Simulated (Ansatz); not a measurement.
**FeCo$_{3}$: pressure against volume**

FeCo$_{3}$, Pm-3m, a = 3.537 Å. The structure is a Materials Project entry; whether it is the stable form wasn't checked. Ansatz: r2SCAN, PAW, 500 eV, Γ-centred 12×12×12 mesh on 4 atoms, Gaussian smearing 0.10 eV; collinear spin, largest moment 2.9 μB. Symmetry fixes shape and atoms, so the cell is only scaled; pressure is positive in compression.

| V (Å³/atom) | P (GPa) |
| --- | --- |
| 10.399 | 13.94 |
| 10.731 | 6.43 |
| 11.063 | 0.00 |
| 11.395 | -5.69 |
| 11.727 | ? |

Problem. Take V0 = 11.063 Å³/atom, fit the third-order Birch–Murnaghan form to the other rows, and predict the missing pressure.

Solution. With the Eulerian strain f = ½[(V0/V)^(2/3) − 1] and y = P/[3f(1 + 2f)^(5/2)], the form is the line y = B0 + 1.5 B0 (B0′ − 4) f. Rows (f, y): 0.02106, 199.0; 0.01026, 198.6; -0.00976, 204.1. Means f = 0.007187, y = 200.57; Σ(Δf)² = 0.0004891, ΣΔfΔy = -0.08766; the slope is their ratio. y = 201.9 − 179.2 f GPa, so B0 = 201.9 GPa and B0′ = 4 + 2 × (-179.2)/(3 × 201.9) = 3.41. At V = 11.727, f = -0.01906, y = 205.32 and P = -10.65 GPa. The run gave -10.49 GPa, so the fit is 0.16 GPa too low, 0.65 % of the span of the series, against an rms of 0.05 GPa on the fitted rows. The row lies outside the fitted range. The records show no cause, and too few rows are left to test a further term.

The state reached may not be the lowest one. Only parallel moments were tried here.